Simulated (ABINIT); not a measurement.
# TePb (Fm-3m) in ABINIT: further runs

Aim: see how the results for TePb move with the level of theory and the settings. Levels: PBE, LDA, LDA-PZ, LDA-Teter. Tasks: equation of state, band structure.

All numbers are computed with ABINIT 10.8.3 (patched build); they aren't measurements. Logs are shortened: lines on timing, memory, paths and dates and some standing lists are left out, and cuts for length are marked. The log counts tension as positive stress, the text compression.

**Measured values to compare with.**

A printed reference work, monograph reports, for a bulk crystal of TePb at 4.2 K: band gap 0.19 eV (direct).

The runs below are set against these values where they give the same quantity.

### 1 The crystal as given

The structure is cubic, space group Fm-3m (No. 225). Conventional cell: a = 6.462 Å, b = 6.462 Å, c = 6.462 Å, α = 90.00°, β = 90.00°, γ = 90.00°. Around Pb (site symmetry m-3m) lie 6 Te at 3.23 Å. Te (site symmetry m-3m) is surrounded by 6 Pb at 3.23 Å.

### 2 Equation of state, PBE

File run.abi:

```
ndtset 7
getwfk -1
scalecart1 3*0.9795861087
scalecart2 3*0.9864848297
scalecart3 3*0.9932883884
scalecart4 3*1.0000000000
scalecart5 3*1.0066227096
scalecart6 3*1.0131594038
scalecart7 3*1.0196128224

pp_dirpath "./"
pseudos "Pb.GGA_PBE-JTH.xml, Te.GGA_PBE-JTH.xml"

acell 4.56932402 4.56932402 4.56932402 Angstrom
rprim
     0.0000000000     0.7071067812     0.7071067812
     0.7071067812     0.0000000000     0.7071067812
     0.7071067812     0.7071067812     0.0000000000
ntypat 2
znucl 82 52
natom 2
typat 1 2
xred
     0.0000000000     0.0000000000     0.0000000000
     0.5000000000     0.5000000000     0.5000000000

ecut 462.593566 eV
pawecutdg 34.0

kptopt 1
ngkpt 7 7 7
nshiftk 1
shiftk 0.0 0.0 0.0

ixc 11

nband 14
occopt 3
tsmear 0.05 eV

nstep 100
tolvrs 1.0e-9

iomode 3
prtwf 1
prtden 0
prteig 0
prtebands 0
enunit 2
```

Potentials or basis: JTH PAW PBE v2.0.

Command:

```console
abinit run.abi > log 2>&1
```

run.abo:

```text
.Version 10.8.3 of ABINIT
 DATASET    1 : space group Fm -3 m (#225); Bravais cF (face-center cubic)
================================================================================
 Values of the parameters that define the memory need for DATASET  1.
     intxc =       0    ionmov =       0      iscf =      17    lmnmax =      18
     lnmax =       6     mgfft =      32  mpssoang =       3    mqgrid =    3001
     natom =       2  nloc_mem =       2    nspden =       1   nspinor =       1
    nsppol =       1      nsym =      48    n1xccc =       1    ntypat =       2
    occopt =       3   xclevel =       2
       mpw =        1443          nfft =       32768          nkpt =          20
 PAW method is used; the additional fine FFT grid is defined by:
   mgfftf=        48    nfftf =    110592
================================================================================
================================================================================
[... 71 lines left out ...]
 DATASET    7 : space group Fm -3 m (#225); Bravais cF (face-center cubic)
================================================================================
 Values of the parameters that define the memory need for DATASET  7.
     intxc =       0    ionmov =       0      iscf =      17    lmnmax =      18
     lnmax =       6     mgfft =      36  mpssoang =       3    mqgrid =    3001
     natom =       2  nloc_mem =       2    nspden =       1   nspinor =       1
    nsppol =       1      nsym =      48    n1xccc =       1    ntypat =       2
    occopt =       3   xclevel =       2
       mpw =        1631          nfft =       46656          nkpt =          20
 PAW method is used; the additional fine FFT grid is defined by:
   mgfftf=        48    nfftf =    110592
================================================================================
================================================================================

--------------------------------------------------------------------------------
------------- Echo of variables that govern the present computation ------------
--------------------------------------------------------------------------------
 -outvars: echo values of preprocessed input variables --------
            acell      8.6347709783E+00  8.6347709783E+00  8.6347709783E+00 Bohr
              amu      2.07200000E+02  1.27600000E+02
             ecut      1.70000000E+01 Hartree
           enunit           2
           getwfk          -1
              ixc          11
           jdtset        1    2    3    4    5    6    7
         kptrlatt        7    0    0      0    7    0      0    0    7
          kptrlen1     5.92095119E+01
          kptrlen2     5.96264940E+01
          kptrlen3     6.00377242E+01
          kptrlen4     6.04433968E+01
          kptrlen5     6.08436959E+01
          kptrlen6     6.12387959E+01
          kptrlen7     6.16288625E+01
            natom           2
            nband          14
           ndtset           7
            ngfft1         32      32      32
            ngfft2         32      32      32
            ngfft3         32      32      32
[... 74 lines left out ...]

 chkinp: Checking input parameters for consistency, jdtset=   1.

 chkinp: Checking input parameters for consistency, jdtset=   2.
[... 40 lines left out ...]
 getcut: wavevector=  0.0000  0.0000  0.0000  ngfft=  48  48  48
         ecut(hartree)=     34.000   => boxcut(ratio)=   2.16194

--- Pseudopotential description ------------------------------------------------
- pspini: atom type   1  psp file is ./Pb.GGA_PBE-JTH.xml
 Pseudopotential format is: paw10
 basis_size (lnmax)=  6 (lmn_size= 18), orbitals=   0   0   1   1   2   2
 Spheres core radius: rc_sph= 2.40264019
 Shapefunction is BESSEL type: shapef(r,l)=aa(1,l)*jl(q(1,l)*r)+aa(2,l)*jl(q(2,l)*r)
 Radius for shape functions =  2.00872932
 Compensation charge density is not taken into account in XC energy/potential

- pspini: atom type   2  psp file is ./Te.GGA_PBE-JTH.xml
 Pseudopotential format is: paw10
 basis_size (lnmax)=  4 (lmn_size=  8), orbitals=   0   0   1   1
 Spheres core radius: rc_sph= 2.31107438
 Shapefunction is SIN type: shapef(r)=[sin(pi*r/rshp)/(pi*r/rshp)]**2
 Radius for shape functions =  2.10488624
 Compensation charge density is not taken into account in XC energy/potential

   2.67418901E+03                                ecore*ucvol(ha*bohr**3)
--------------------------------------------------------------------------------

[... 1315 lines left out ...]
-Cartesian components of stress tensor (GPa)         [Pressure= -1.2471E+00 GPa]
- sigma(1 1)=  1.24709543E+00  sigma(3 2)=  0.00000000E+00
- sigma(2 2)=  1.24709543E+00  sigma(3 1)=  0.00000000E+00
- sigma(3 3)=  1.24709543E+00  sigma(2 1)=  0.00000000E+00

== END DATASET(S) ==============================================================
================================================================================

 -outvars: echo values of variables after computation  --------
            acell      8.6347709783E+00  8.6347709783E+00  8.6347709783E+00 Bohr
           etotal1    -6.9548173138E+01
           etotal2    -6.9549678466E+01
           etotal3    -6.9550804158E+01
           etotal4    -6.9551614842E+01
           etotal5    -6.9552132005E+01
           etotal6    -6.9552375548E+01
           etotal7    -6.9552365904E+01
            fcart1    -0.0000000000E+00 -0.0000000000E+00 -0.0000000000E+00
                      -0.0000000000E+00 -0.0000000000E+00 -0.0000000000E+00
            fcart2    -0.0000000000E+00 -0.0000000000E+00 -0.0000000000E+00
                      -0.0000000000E+00 -0.0000000000E+00 -0.0000000000E+00
            fcart3    -0.0000000000E+00 -0.0000000000E+00 -0.0000000000E+00
                      -0.0000000000E+00 -0.0000000000E+00 -0.0000000000E+00
            fcart4    -0.0000000000E+00 -0.0000000000E+00 -0.0000000000E+00
                      -0.0000000000E+00 -0.0000000000E+00 -0.0000000000E+00
            fcart5    -0.0000000000E+00 -0.0000000000E+00 -0.0000000000E+00
                      -0.0000000000E+00 -0.0000000000E+00 -0.0000000000E+00
[... 38 lines left out ...]
                       0.0000000000E+00  0.0000000000E+00  0.0000000000E+00
           xangst1     0.0000000000E+00  0.0000000000E+00  0.0000000000E+00
                       3.1650427173E+00  3.1650427173E+00  3.1650427173E+00
           xangst2     0.0000000000E+00  0.0000000000E+00  0.0000000000E+00
                       3.1873324848E+00  3.1873324848E+00  3.1873324848E+00
           xangst3     0.0000000000E+00  0.0000000000E+00  0.0000000000E+00
                       3.2093147830E+00  3.2093147830E+00  3.2093147830E+00
           xangst4     0.0000000000E+00  0.0000000000E+00  0.0000000000E+00
                       3.2310000000E+00  3.2310000000E+00  3.2310000000E+00
           xangst5     0.0000000000E+00  0.0000000000E+00  0.0000000000E+00
                       3.2523979748E+00  3.2523979748E+00  3.2523979748E+00
           xangst6     0.0000000000E+00  0.0000000000E+00  0.0000000000E+00
                       3.2735180337E+00  3.2735180337E+00  3.2735180337E+00
           xangst7     0.0000000000E+00  0.0000000000E+00  0.0000000000E+00
                       3.2943690292E+00  3.2943690292E+00  3.2943690292E+00
             xred      0.0000000000E+00  0.0000000000E+00  0.0000000000E+00
                       5.0000000000E-01  5.0000000000E-01  5.0000000000E-01
 Calculation completed.
```

It took 79 s on 1 thread of Arm Neoverse V2, shared host; peak memory 0.15 GiB.

Results:

```yaml
Equilibrium_volume: 35.40 Å³/atom
Bulk_modulus: 40 GPa
Pressure_derivative_of_the_bulk_modulus: "3.9 (rough: it moves with the points fitted)"
```

Energy against volume, from the lowest point:
```tsv
volume (Å³/atom)	energy (meV/atom)
31.706	57.18
32.380	36.70
33.055	21.38
33.730	10.35
34.404	3.31
35.079	0.00
35.753	0.13
```

Caveat: the cutoff is too short for stress, so the log's stress isn't used; pressures at fixed basis lie under the slope of the energies; this odd mesh misses L, where the gap lies, so gap, dielectric constants and Born charges aren't listed.

(Continued in part 2 of 2.)
